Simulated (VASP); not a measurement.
# Al2O3 (Corundum): relaxation of shape and atoms at fixed volume with PBE

Crystal: Al2O3 (Corundum).

```
Al O
1.0
     2.33203    1.34640    4.23154
    -2.33203    1.34640    4.23154
     0.00000   -2.69280    4.23154
Al O
4 6
Cartesian
  0.0000 0.0000 4.4693
  0.0000 0.0000 1.8780
  0.0000 0.0000 8.2253
  0.0000 0.0000 10.8166
  -0.9016 1.3464 7.4052
  -0.7152 -1.4540 7.4052
  1.6168 0.1076 7.4052
  0.9016 -1.3464 5.2894
  0.7152 1.4540 5.2894
  -1.6168 -0.1076 5.2894
```

```yaml
Program: VASP 6.6.1
Task: relaxation of shape and atoms at fixed volume
Functional: PBE
Potentials_or_basis: VASP PAW PBE potentials, release 64 (Al, O)
Cutoff: 600 eV
k_mesh: 6 × 6 × 6
Occupations: gaussian, width 0.02 eV
Spin: no spin polarisation
Dipole_correction: no
Further_INCAR_settings: ALGO = Normal; EDIFF = 1e-07; IBRION = 2; EDIFFG = -0.01; NSW = 50; ISIF = 4
```

```
Energy gained by relaxing    : 0.0 meV/atom
Ionic steps                  : 2
Pressure after relaxing      : 25.8 GPa
Largest force after relaxing : 0.009 eV/Å
Band gap on the k mesh       : 7.01 eV, direct
```

Forces on the atoms (eV/Å):
```
Al   0.000  0.000  0.001
Al   0.000  0.000 -0.001
Al   0.000  0.000 -0.001
Al   0.000  0.000  0.001
O   -0.009  0.000  0.000
O    0.005 -0.008  0.000
O    0.005  0.008  0.000
O    0.009  0.000  0.000
O   -0.005  0.008  0.000
O   -0.005 -0.008  0.000
```

Stress tensor (GPa, compression positive):
```
25.70  0.00  0.00
 0.00 25.70  0.00
 0.00  0.00 25.92
```

The path:
```
step  energy change (eV)  largest force (eV/Å)  pressure (GPa)  volume (Å³)
   1              0.0000                0.0376           25.83        79.72
   2             -0.0003                0.0091           25.77        79.72
```

Final structure:
```
Al O
1.0
     2.33317    1.34706    4.22740
    -2.33317    1.34706    4.22740
     0.00000   -2.69411    4.22740
Al O
4 6
Direct
  0.35198 0.35198 0.35198
  0.14802 0.14802 0.14802
  0.64802 0.64802 0.64802
  0.85198 0.85198 0.85198
  0.55709 0.94291 0.25000
  0.25000 0.55709 0.94291
  0.94291 0.25000 0.55709
  0.44291 0.05709 0.75000
  0.75000 0.44291 0.05709
  0.05709 0.75000 0.44291
```

Levels at points of the mesh, in eV from the valence-band top:
| k point | band 21 | band 22 | band 23 | band 24 | band 25 | band 26 | band 27 | band 28 |
| --- | --- | --- | --- | --- | --- | --- | --- | --- |
| (0.00, 0.00, 0.00) | -0.61 | -0.11 | -0.11 | 0.00 | 7.01 | 9.57 | 11.56 | 12.11 |
| (0.50, 0.00, 0.00) | -1.04 | -1.04 | -0.35 | -0.35 | 10.02 | 10.02 | 10.40 | 10.40 |
| (0.50, 0.50, 0.00) | -1.18 | -1.05 | -0.85 | -0.33 | 9.85 | 10.50 | 10.55 | 11.02 |
| (0.50, 0.50, 0.50) | -0.49 | -0.49 | -0.49 | -0.49 | 9.32 | 9.32 | 11.62 | 11.62 |

It took 100 s on 1 thread of Intel(R) Xeon(R) Platinum 8488C (Sapphire Rapids) (shared host), peak memory 0.27 GiB.

A k mesh can miss the band edges.
